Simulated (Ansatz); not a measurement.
Here is an Ansatz 0.2.0 calculation.

Contents of input.yaml:

```yaml
crystal:
  lattice:
    - [2.93, 0.0, 0.0]
    - [-1.465, 2.5374544331, 0.0]
    - [0.0, 0.0, 4.79]
  atoms:
    - { symbol: Ag, position: [0.6666666667, 0.3333333333, 0.75] }
    - { symbol: Ag, position: [0.3333333333, 0.6666666667, 0.25] }
kpoints:
  mp_grid: { grid: [10, 10, 6] }
  band_path:
    path:
      - [0.0, 0.0, 0.0]
      - [0.5, 0.0, 0.0]
      - [0.3333333333, 0.3333333333, 0.0]
      - [0.0, 0.0, 0.0]
      - [0.0, 0.0, 0.5]
      - [0.5, 0.0, 0.5]
      - [0.3333333333, 0.3333333333, 0.5]
      - [0.0, 0.0, 0.5]
    npoints: 8
scf:
  occupations: { method: fermi_dirac, width: 0.05 }
hamiltonian:
  xc: pbesol
  pseudopotentials: { kind: all_electron, datasets: crystal }
output:
  forces: true
  stress: true
  eigenvalues: true
```

Potentials or basis: all-electron PAW datasets made for the crystal.

Run with:

```sh
$ ansatz run input.yaml --threads 1 --pin off --max-ram 3072MiB --backend cpu --events-out ev --progress --plain --runs-dir out
```

Problem. What does it give for the pressure?

Solution. -6.1 GPa.

Problem. Estimate the band gap along the path.

Solution. None (metal or under the smearing width).

Levels at the corners of the path, in eV from the Fermi level:
```
point  band 8  band 9  band 10  band 11  band 12  band 13  band 14  band 15
    Γ   -3.92   -3.92    -2.97    -2.97    -0.33     3.36    15.41    17.22
    M   -2.85   -2.80    -2.72     0.12     1.46     6.66     6.94     8.99
    K   -3.10   -3.10    -3.00     3.01     3.01     3.09     8.98     9.74
    Γ   -3.92   -3.92    -2.97    -2.97    -0.33     3.36    15.41    17.22
    A   -4.35   -3.27    -3.27    -3.27    -3.27    10.78    10.78    15.75
    L   -3.02   -2.77    -2.77     0.78     0.78     4.36     4.36    13.23
    H   -3.88   -2.94    -2.94     3.97     3.97     5.44     5.44     5.59
    A   -4.35   -3.27    -3.27    -3.27    -3.27    10.78    10.78    15.75
```
